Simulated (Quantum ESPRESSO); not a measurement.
Here is a Quantum ESPRESSO 7.5 calculation.

pw.in

```
&CONTROL
  calculation = 'vc-relax'
  prefix = 'pwscf'
  outdir = './tmp'
  pseudo_dir = './pseudo'
  tprnfor = .true.
  tstress = .true.
  disk_io = 'low'
  nstep = 40
  forc_conv_thr = 0.0004
  etot_conv_thr = 1d-05
/
&SYSTEM
  ibrav = 0
  A = 3.85408551
  nat = 2
  ntyp = 2
  ecutwfc = 80
  ecutrho = 644
  nbnd = 15
  occupations = 'smearing'
  smearing = 'fd'
  degauss = 0.00367493
/
&ELECTRONS
  conv_thr = 4d-10
  electron_maxstep = 120
  mixing_beta = 0.5
/
&IONS
  ion_dynamics = 'bfgs'
/
&CELL
  cell_dynamics = 'bfgs'
  press = 0
  press_conv_thr = 0.3
/
ATOMIC_SPECIES
Ga    69.7230 Ga.pbe-dn-kjpaw_psl.1.0.0.UPF
P     30.9738 P.pbe-n-rrkjus_psl.1.0.0.UPF
CELL_PARAMETERS alat
   0.0000000000    0.7071067813    0.7071067813
   0.7071067813    0.0000000000    0.7071067813
   0.7071067813    0.7071067813    0.0000000000
ATOMIC_POSITIONS alat
Ga     0.0000000000    0.0000000000    0.0000000000
P      1.0606601720    1.0606601720    1.0606601720
K_POINTS automatic
8 8 8 0 0 0
```

Potentials or basis: SSSP 1.3 efficiency PBE.

Command:

```bash
$ OMP_NUM_THREADS=1 pw.x -in pw.in > pw.out
```

Q: Predict the space group after relaxing (to 0.05 Å).

A: F-43m (No. 216).

Q: Predict the relaxed volume.

A: 20.87 Å³/atom.

Final structure:
```cif
data_structure
_symmetry_space_group_name_H-M 'P 1'
_symmetry_Int_Tables_number 1
_cell_length_a 3.8934
_cell_length_b 3.8934
_cell_length_c 3.8934
_cell_angle_alpha 60.000
_cell_angle_beta 60.000
_cell_angle_gamma 60.000
_cell_volume 41.73
loop_
_atom_site_label
_atom_site_type_symbol
_atom_site_fract_x
_atom_site_fract_y
_atom_site_fract_z
_atom_site_occupancy
Ga1 Ga 0.00000 0.00000 0.00000 1
P1 P 0.75000 0.75000 0.75000 1
```

PBE usually gives volumes a little too large and moduli too small. Zero-point motion and thermal expansion aren't in these numbers.
